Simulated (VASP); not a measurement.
A run of VASP 6.6.1 is set up as follows.

Contents of INCAR:

```
SYSTEM = Al
PREC = Accurate ; ENCUT = 520
EDIFF = 1E-7 ; ISMEAR = 0
SIGMA = 0.1 ; LREAL = .FALSE.
LASPH = .TRUE. ; NELM = 100
ALGO = Normal ; ISIF = 3
LWAVE = .FALSE. ; LCHARG = .FALSE.
METAGGA = R2SCAN ; LMIXTAU = .TRUE.
IBRION = 2 ; NSW = 80
EDIFFG = -0.002
```

KPOINTS

```
regular mesh
0
G
  18 18 18
  0 0 0
```

File POSCAR:

```
Al
1.0
    0.0000000000      2.0248050000      2.0248050000
    2.0248050000      0.0000000000      2.0248050000
    2.0248050000      2.0248050000      0.0000000000
Al
1
Direct
    0.0000000000      0.0000000000      0.0000000000
```

Potentials or basis: VASP PAW PBE potentials, release 64 (Al).

Run with:

```sh
$ cat potpaw_PBE.64/Al/POTCAR > POTCAR
$ mpirun -np 1 vasp_std > vasp.out
```

Q: Estimate the band gap on the k mesh.

A: None (metal or under the smearing width).

Q: Estimate the relaxed cell.

A: a = 2.819 Å, b = 2.819 Å, c = 2.819 Å, α = 60.00°, β = 60.00°, γ = 60.00°.

Q: What does it give for the relaxed volume?

A: 15.84 Å³/atom.

Q: Predict the space group after relaxing (to 0.05 Å).

A: Fm-3m (No. 225).

The path:
```tsv
step	energy change (eV)	largest force (eV/Å)	pressure (GPa)	volume (Å³)
1	0.0000	0.0000	-3.87	16.60
2	-0.0090	0.0000	1.15	15.66
3	-0.0097	0.0000	0.04	15.84
4	-0.0097	0.0000	-0.05	15.86
5	-0.0097	0.0000	-0.05	15.86
6	-0.0097	0.0000	-0.05	15.86
7	-0.0097	0.0000	-0.05	15.86
8	-0.0097	0.0000	-0.05	15.86
9	-0.0097	0.0000	-0.05	15.86
10	-0.0097	0.0000	-0.05	15.86
11	-0.0097	0.0000	-0.05	15.86
12	-0.0097	0.0000	-0.05	15.86
13	-0.0097	0.0000	-0.04	15.86
14	-0.0097	0.0000	-0.04	15.85
15	-0.0097	0.0000	-0.04	15.85
16	-0.0097	0.0000	-0.02	15.85
17	-0.0097	0.0000	0.02	15.84
```

Caveat: the PAW data sets were made with another functional, which shifts forces and pressure a little.
